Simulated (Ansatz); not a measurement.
Here is an Ansatz 0.2.0 calculation.

input.yaml

```yaml
crystal:
  lattice:
    - [0.0, 1.945, 1.945]
    - [1.945, 0.0, 1.945]
    - [1.945, 1.945, 0.0]
  atoms:
    - { symbol: Os, position: [0.0, 0.0, 0.0] }
hamiltonian:
  xc: pbe
  pseudopotentials: { kind: paw }
kpoints:
  mp_grid: { grid: [12, 12, 12] }
scf:
  occupations: { method: fermi_dirac, width: 0.05 }
output:
  forces: true
  stress: true
  eigenvalues: true
```

Potentials or basis: Ansatz PAW.

Run with:

```console
$ ansatz run input.yaml --threads 1 --pin off --max-ram 2560MiB --backend cpu --events-out ev --progress --plain --runs-dir out
```

Predict the band gap on the k mesh.

none (metal or under the smearing width).

Estimate the pressure.

-10.0 GPa.

The run has no spin-orbit coupling, so splittings on Os are missing.
